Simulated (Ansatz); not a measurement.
Crystal: La2O3.

```
La O
1.0
     3.93078    0.00000    0.00000
    -1.96539    3.40415    0.00000
     0.00000    0.00000    6.11195
La O
2 3
Direct
  0.33333 0.66667 0.24624
  0.66667 0.33333 0.75376
  0.00000 0.00000 0.00000
  0.33333 0.66667 0.64589
  0.66667 0.33333 0.35411
```

The cell is a database's computed one.

* Program: Ansatz 0.2.0
* Task: relaxation of cell and atoms
* Functional: LDA
* Potentials or basis: Ansatz PAW
* Cutoff: 420 eV (not typed: the program's choice for these potentials)
* k mesh: 8 × 8 × 5
* Occupations: fermi-dirac, width 0.05 eV
* Spin: no spin polarisation
* Hubbard terms: La f U = 2 eV

At the start: volume 16.36 Å³/atom.

Task: How do energy, volume and symmetry change on relaxing?

Result: It ends after 7 steps and the volume is 15.68 Å³/atom (-4.1 %); space group P-3m1 (No. 164, to 0.05 Å).

Step by step:
```
step  energy change (eV)  largest force (eV/Å)  volume (Å³)
   1              0.0000                0.1699        81.78
   2             -0.0636                0.0450        78.88
   3             -0.0656                0.0250        78.54
   4             -0.0658                0.0029        78.55
   5             -0.0557                0.0029        78.55
   6             -0.0563                0.0029        78.41
   7             -0.0556                0.0029        78.41
```

Final structure:
```cif
data_structure
_symmetry_space_group_name_H-M 'P 1'
_symmetry_Int_Tables_number 1
_cell_length_a 3.8894
_cell_length_b 3.8894
_cell_length_c 5.9855
_cell_angle_alpha 90.000
_cell_angle_beta 90.000
_cell_angle_gamma 120.000
_cell_volume 78.41
loop_
_atom_site_label
_atom_site_type_symbol
_atom_site_fract_x
_atom_site_fract_y
_atom_site_fract_z
_atom_site_occupancy
La1 La 0.33333 0.66667 0.24481 1
La2 La 0.66667 0.33333 0.75519 1
O1 O 0.00000 0.00000 0.00000 1
O2 O 0.33333 0.66667 0.64600 1
O3 O 0.66667 0.33333 0.35400 1
```

Caveat: the magnetic or orbital state may not be the lowest; the plane-wave basis is chosen anew once the cell has moved, so the energies of steps on either side of that aren't comparable; the pressure holds a Pulay correction of +0.6 GPa for the finite cutoff; the PAW data sets come from PBE, with cores solved anew for the run's functional, which leaves a small shift of forces and pressure.
